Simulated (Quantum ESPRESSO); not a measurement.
# W (Fm-3m) in Quantum ESPRESSO: notebook

One crystal, W, is run at these levels: r2SCAN; tasks: single point, equation of state.

Everything below comes from runs of Quantum ESPRESSO 7.5. Logs are shortened: lines on timing, memory, paths and dates and some standing lists are left out, and cuts for length are marked.

### Step 1. The structure

The structure is cubic, space group Fm-3m (No. 225). The conventional cell has a = 4.060 Å, b = 4.060 Å, c = 4.060 Å, α = 90.00°, β = 90.00°, γ = 90.00°. W (site symmetry m-3m) has 12 W at 2.87 Å as nearest neighbours.

This isn't the form of W at room conditions, which is bcc.

### Step 2. Single point, r2SCAN, 15.73 Å³/atom

pw.in reads:

```
&CONTROL
  calculation = 'scf'
  prefix = 'pwscf'
  outdir = './tmp'
  pseudo_dir = './pseudo'
  tstress = .true.
  disk_io = 'nowf'
/
&SYSTEM
  ibrav = 0
  nat = 1
  ntyp = 1
  ecutwfc = 75
  nbnd = 21
  input_dft = 'r2scan'
  occupations = 'smearing'
  smearing = 'fd'
  degauss = 0.00367493
  nosym = .true.
  nr1 = 32
  nr2 = 32
  nr3 = 32
/
&ELECTRONS
  conv_thr = 1d-08
  electron_maxstep = 120
  mixing_beta = 0.5
/
ATOMIC_SPECIES
W    183.8400 W_ONCV_PBE-1.2.upf
CELL_PARAMETERS angstrom
   0.0000000000    1.9885598007    1.9885598007
   1.9885598007    0.0000000000    1.9885598007
   1.9885598007    1.9885598007    0.0000000000
ATOMIC_POSITIONS crystal
W      0.0000000000    0.0000000000    0.0000000000
K_POINTS automatic
8 8 8 0 0 0
```

Potentials or basis: SG15 PBE 1.2.

Run with:

```bash
$ OMP_NUM_THREADS=1 mpirun -n 2 pw.x -nk 2 -in pw.in > pw.out
```

pw.out:

```text
This program is part of the open-source Quantum ESPRESSO suite
     for quantum simulation of materials; please cite
         "P. Giannozzi et al., J. Phys.:Condens. Matter 21 395502 (2009);
         "P. Giannozzi et al., J. Phys.:Condens. Matter 29 465901 (2017);
         "P. Giannozzi et al., J. Chem. Phys. 152 154105 (2020);
     in publications or presentations arising from this work. More details at

     IMPORTANT: XC functional enforced from input :
     Exchange-correlation= R2SCAN
                           (   0   0   0   0   0 497 498)
     Any further DFT definition will be discarded
     Please, verify this is what you really want

     K-points division:     npool     =       2
     Subspace diagonalization in iterative solution of the eigenvalue problem:
     a serial algorithm will be used

     G-vector sticks info
     --------------------
     sticks:   dense  smooth     PW     G-vecs:    dense   smooth      PW
     Sum         583     583    199                 9377     9377    1807

     Using Slab Decomposition

     bravais-lattice index     =            0
     lattice parameter (alat)  =       5.3144  a.u.
     unit-cell volume          =     106.1311 (a.u.)^3
     number of atoms/cell      =            1
     number of atomic types    =            1
     number of electrons       =        28.00
     number of Kohn-Sham states=           21
     kinetic-energy cutoff     =      75.0000  Ry
     charge density cutoff     =     300.0000  Ry
     scf convergence threshold =      1.0E-08
     mixing beta               =       0.5000
     number of iterations used =            8  plain     mixing
     Exchange-correlation= R2SCAN
                           (   0   0   0   0   0 497 498)

     celldm(1)=   5.314379  celldm(2)=   0.000000  celldm(3)=   0.000000
     celldm(4)=   0.000000  celldm(5)=   0.000000  celldm(6)=   0.000000

     crystal axes: (cart. coord. in units of alat)
               a(1) = (   0.000000   0.707107   0.707107 )
               a(2) = (   0.707107   0.000000   0.707107 )
               a(3) = (   0.707107   0.707107   0.000000 )

     reciprocal axes: (cart. coord. in units 2 pi/alat)
               b(1) = ( -0.707107  0.707107  0.707107 )
               b(2) = (  0.707107 -0.707107  0.707107 )
               b(3) = (  0.707107  0.707107 -0.707107 )

     PseudoPot. # 1 for W  read from file:
     W_ONCV_PBE-1.2.upf
     Pseudo is Norm-conserving, Zval = 28.0
     Generated using ONCVPSP code by D. R. Hamann
     Using radial grid of  602 points,  8 beta functions with:
                l(1) =   0
                l(2) =   0
                l(3) =   1
                l(4) =   1
                l(5) =   2
                l(6) =   2
                l(7) =   3
                l(8) =   3

     atomic species   valence    mass     pseudopotential
     W                28.00   183.84000     W ( 1.00)

     No symmetry found

   Cartesian axes

     site n.     atom                  positions (alat units)
         1        W      tau(   1) = (   0.0000000   0.0000000   0.0000000  )

     number of k points=   260  Fermi-Dirac smearing, width (Ry)=  0.0037

     Number of k-points >= 100: set verbosity='high' to print them.

     Dense  grid:     9377 G-vectors     FFT dimensions: (  32,  32,  32)

     WARNING: libxc functional with ID  497 depends
      on external parameters: check the user_guide of
      QE if you need to modify them or to check their
      default values.

     WARNING: libxc functional with ID  498 depends
      on external parameters: check the user_guide of
      QE if you need to modify them or to check their
      default values.

     Initial potential from superposition of free atoms

     starting charge      27.9330, renormalised to      28.0000
     Starting wfcs are random

     Self-consistent Calculation

     iteration #  1     ecut=    75.00 Ry     beta= 0.50
     Davidson diagonalization with overlap
     ethr =  1.00E-02,  avg # of iterations =  8.0

     total energy              =    -542.53736391 Ry
     estimated scf accuracy    <      48.43257439 Ry

     iteration #  2     ecut=    75.00 Ry     beta= 0.50
     Davidson diagonalization with overlap
     ethr =  1.00E-02,  avg # of iterations =  1.0

     total energy              =    -542.75481618 Ry
     estimated scf accuracy    <      14.35191161 Ry

     iteration #  3     ecut=    75.00 Ry     beta= 0.50
     Davidson diagonalization with overlap
     ethr =  1.00E-02,  avg # of iterations =  1.0

     total energy              =    -542.76444565 Ry
     estimated scf accuracy    <       0.06256257 Ry

     iteration #  4     ecut=    75.00 Ry     beta= 0.50
     Davidson diagonalization with overlap
     ethr =  2.23E-04,  avg # of iterations =  1.2

     total energy              =    -542.76503758 Ry
     estimated scf accuracy    <       0.00153705 Ry

     iteration #  5     ecut=    75.00 Ry     beta= 0.50
     Davidson diagonalization with overlap
     ethr =  5.49E-06,  avg # of iterations =  2.3

     total energy              =    -542.76505563 Ry
     estimated scf accuracy    <       0.00011983 Ry

     iteration #  6     ecut=    75.00 Ry     beta= 0.50
     Davidson diagonalization with overlap
     ethr =  4.28E-07,  avg # of iterations =  1.3

     total energy              =    -542.76506124 Ry
     estimated scf accuracy    <       0.00003125 Ry

     iteration #  7     ecut=    75.00 Ry     beta= 0.50
     Davidson diagonalization with overlap
     ethr =  1.12E-07,  avg # of iterations =  1.0

     total energy              =    -542.76506145 Ry
     estimated scf accuracy    <       0.00000030 Ry

     iteration #  8     ecut=    75.00 Ry     beta= 0.50
     Davidson diagonalization with overlap
     ethr =  1.08E-09,  avg # of iterations =  2.0

     total energy              =    -542.76506146 Ry
     estimated scf accuracy    <       0.00000003 Ry

     iteration #  9     ecut=    75.00 Ry     beta= 0.50
     Davidson diagonalization with overlap
     ethr =  1.20E-10,  avg # of iterations =  1.3

     End of self-consistent calculation

     Number of k-points >= 100: set verbosity='high' to print the bands.

     the Fermi energy is    34.5752 ev

!    total energy              =    -542.76506147 Ry
     estimated scf accuracy    <          3.2E-09 Ry
     smearing contrib. (-TS)   =      -0.00095801 Ry
     internal energy E=F+TS    =    -542.76410346 Ry

     The total energy is F=E-TS. E is the sum of the following terms:
     one-electron contribution =    -117.53566728 Ry
     hartree contribution      =      94.59825227 Ry
     xc contribution           =     -41.55483896 Ry
     ewald contribution        =    -478.27184949 Ry

     convergence has been achieved in   9 iterations

     Computing stress (Cartesian axis) and pressure

          total   stress  (Ry/bohr**3)                   (kbar)     P=      -24.42
  -0.00016598  -0.00000000   0.00000000          -24.42       -0.00        0.00
  -0.00000000  -0.00016598   0.00000000           -0.00      -24.42        0.00
   0.00000000   0.00000000  -0.00016597            0.00        0.00      -24.42

=------------------------------------------------------------------------------=
   JOB DONE.
=------------------------------------------------------------------------------=
```

Wall time 72 s (2 MPI ranks of Intel Xeon 6975P-C (Granite Rapids), shared host); peak memory 0.2 GiB.

Results:

```yaml
Free_energy: -7384.6949 eV
Pressure: -2.4 GPa
Band_gap_on_the_k_mesh: none (metal or under the smearing width)
```

Caveat: the k mesh is coarse; the potentials were made for another functional, which shifts forces and pressure.

### Step 3. Single point, r2SCAN, 16.06 Å³/atom

pw.in: that of step 2 with these lines changed.

```diff
@@ -31,5 +31,5 @@
 CELL_PARAMETERS angstrom
-   0.0000000000    1.9885598007    1.9885598007
-   1.9885598007    0.0000000000    1.9885598007
-   1.9885598007    1.9885598007    0.0000000000
+   0.0000000000    2.0025642044    2.0025642044
+   2.0025642044    0.0000000000    2.0025642044
+   2.0025642044    2.0025642044    0.0000000000
 ATOMIC_POSITIONS crystal
```

Potentials or basis: SG15 PBE 1.2.

Run with:

```bash
$ OMP_NUM_THREADS=1 mpirun -n 2 pw.x -nk 2 -in pw.in > pw.out
```

Run time: 71 s. Hardware: 2 MPI ranks of Intel Xeon 6975P-C (Granite Rapids), shared host; peak memory 0.22 GiB.

It converged, with:

```
Free energy            : -7384.6835 eV
Pressure               : -8.5 GPa
Band gap on the k mesh : none (metal or under the smearing width)
```

Caveat: the k mesh is coarse; the potentials were made for another functional, which shifts forces and pressure.

### Step 4. Single point, r2SCAN, 16.40 Å³/atom

pw.in: that of step 3 with these lines changed.

```diff
@@ -31,5 +31,5 @@
 CELL_PARAMETERS angstrom
-   0.0000000000    2.0025642044    2.0025642044
-   2.0025642044    0.0000000000    2.0025642044
-   2.0025642044    2.0025642044    0.0000000000
+   0.0000000000    2.0163754284    2.0163754284
+   2.0163754284    0.0000000000    2.0163754284
+   2.0163754284    2.0163754284    0.0000000000
 ATOMIC_POSITIONS crystal
```

Run with:

```bash
$ OMP_NUM_THREADS=1 mpirun -n 2 pw.x -nk 2 -in pw.in > pw.out
```

Wall time 71 s (2 MPI ranks of Intel Xeon 6975P-C (Granite Rapids), shared host); peak memory 0.22 GiB.

It converged, with:

| Quantity | Value |
| --- | --- |
| Free energy | -7384.6602 eV |
| Pressure | -14.0 GPa |
| Band gap on the k mesh | none (metal or under the smearing width) |

Caveat: the k mesh is coarse; the potentials were made for another functional, which shifts forces and pressure.

### Step 5. Single point, r2SCAN, 16.73 Å³/atom

pw.in: that of step 4 with these lines changed.

```diff
@@ -31,5 +31,5 @@
 CELL_PARAMETERS angstrom
-   0.0000000000    2.0163754284    2.0163754284
-   2.0163754284    0.0000000000    2.0163754284
-   2.0163754284    2.0163754284    0.0000000000
+   0.0000000000    2.0300000000    2.0300000000
+   2.0300000000    0.0000000000    2.0300000000
+   2.0300000000    2.0300000000    0.0000000000
 ATOMIC_POSITIONS crystal
```

Run with:

```bash
$ OMP_NUM_THREADS=1 mpirun -n 2 pw.x -nk 2 -in pw.in > pw.out
```

It took 73 s on 2 MPI ranks of Intel Xeon 6975P-C (Granite Rapids), shared host; peak memory 0.22 GiB.

It converged, with:

```yaml
Free_energy: -7384.6259 eV
Pressure: -18.9 GPa
Band_gap_on_the_k_mesh: none (metal or under the smearing width)
```

Caveat: the k mesh is coarse; the potentials were made for another functional, which shifts forces and pressure.

### Step 6. Single point, r2SCAN, 17.07 Å³/atom

pw.in: that of step 5 with these lines changed.

```diff
@@ -31,5 +31,5 @@
 CELL_PARAMETERS angstrom
-   0.0000000000    2.0300000000    2.0300000000
-   2.0300000000    0.0000000000    2.0300000000
-   2.0300000000    2.0300000000    0.0000000000
+   0.0000000000    2.0434441004    2.0434441004
+   2.0434441004    0.0000000000    2.0434441004
+   2.0434441004    2.0434441004    0.0000000000
 ATOMIC_POSITIONS crystal
```

Potentials or basis: SG15 PBE 1.2.

Run with:

```bash
$ OMP_NUM_THREADS=1 mpirun -n 2 pw.x -nk 2 -in pw.in > pw.out
```

Run time: 75 s. Hardware: 2 MPI ranks of Intel Xeon 6975P-C (Granite Rapids), shared host; peak memory 0.22 GiB.

Results (log left out):

```yaml
Free_energy: -7384.5818 eV
Pressure: -23.4 GPa
Band_gap_on_the_k_mesh: none (metal or under the smearing width)
```

Caveat: the k mesh is coarse; the potentials were made for another functional, which shifts forces and pressure.

### Step 7. Single point, r2SCAN, 17.40 Å³/atom

pw.in: that of step 6 with these lines changed.

```diff
@@ -31,5 +31,5 @@
 CELL_PARAMETERS angstrom
-   0.0000000000    2.0434441004    2.0434441004
-   2.0434441004    0.0000000000    2.0434441004
-   2.0434441004    2.0434441004    0.0000000000
+   0.0000000000    2.0567135898    2.0567135898
+   2.0567135898    0.0000000000    2.0567135898
+   2.0567135898    2.0567135898    0.0000000000
 ATOMIC_POSITIONS crystal
```

Run with:

```bash
$ OMP_NUM_THREADS=1 mpirun -n 2 pw.x -nk 2 -in pw.in > pw.out
```

Wall time 76 s (2 MPI ranks of Intel Xeon 6975P-C (Granite Rapids), shared host); peak memory 0.22 GiB.

The run converged. Its results:

```
Free energy            : -7384.5288 eV
Pressure               : -27.4 GPa
Band gap on the k mesh : none (metal or under the smearing width)
```

Caveat: the k mesh is coarse; the potentials were made for another functional, which shifts forces and pressure.

### Step 8. Single point, r2SCAN, 17.73 Å³/atom

pw.in: that of step 7 with these lines changed.

```diff
@@ -31,5 +31,5 @@
 CELL_PARAMETERS angstrom
-   0.0000000000    2.0567135898    2.0567135898
-   2.0567135898    0.0000000000    2.0567135898
-   2.0567135898    2.0567135898    0.0000000000
+   0.0000000000    2.0698140295    2.0698140295
+   2.0698140295    0.0000000000    2.0698140295
+   2.0698140295    2.0698140295    0.0000000000
 ATOMIC_POSITIONS crystal
```

Run with:

```bash
$ OMP_NUM_THREADS=1 mpirun -n 2 pw.x -nk 2 -in pw.in > pw.out
```

Wall time 82 s (2 MPI ranks of Intel Xeon 6975P-C (Granite Rapids), shared host); peak memory 0.22 GiB.

Results (log left out):

```
Free energy            : -7384.4679 eV
Pressure               : -31.0 GPa
Band gap on the k mesh : none (metal or under the smearing width)
```

Caveat: the k mesh is coarse; the potentials were made for another functional, which shifts forces and pressure; the cell as given lies far from equilibrium.

### Step 9. Equation of state, r2SCAN

Potentials or basis: SG15 PBE 1.2.

No new run: the results of the series are fitted here.

What came out:

| Item | Value |
| --- | --- |
| Equilibrium volume | 15.61 Å³/atom (rough: see the caveat) |
| Bulk modulus | 311 GPa (rough) |

Energy against volume, from the lowest point:
```csv
volume (Å³/atom),energy (meV/atom)
15.727,0.00
16.062,11.34
16.396,34.68
16.731,68.96
17.065,113.10
17.400,166.09
17.735,226.96
```

Caveat: the k mesh is coarse; the potentials were made for another functional, which shifts forces and pressure; the minimum lies outside the volumes run. Spin-orbit coupling is left out, which matters for the levels of W.
